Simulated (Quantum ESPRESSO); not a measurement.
Crystal: Ag.

```
Ag
1.0
     0.00000    2.04275    2.04275
     2.04275    0.00000    2.04275
     2.04275    2.04275    0.00000
Ag
1
Direct
  0.00000 0.00000 0.00000
```

Base run:

- Program: Quantum ESPRESSO 7.5
- Functional: PBE
- Potentials or basis: PseudoDojo 0.4 FR PBE standard
- Cutoff: 1116 eV
- Density cutoff: 4463 eV
- k mesh: 11 × 11 × 11
- Occupations: fermi-dirac, width 0.05 eV
- Spin: spin-orbit coupling, no magnetisation

Its results: band gap on the k mesh none (metal or under the smearing width); pressure 4.4 GPa.

Task: The run is repeated on the same cell with these changes: k mesh from 11 × 11 × 11 to 8 × 8 × 8. What comes out?

Result: Band gap on the k mesh none (metal or under the smearing width); pressure 5.3 GPa.

Caveats: the Wannier minimisation didn't converge (some runs).

Not every run made on this cell is shown here.
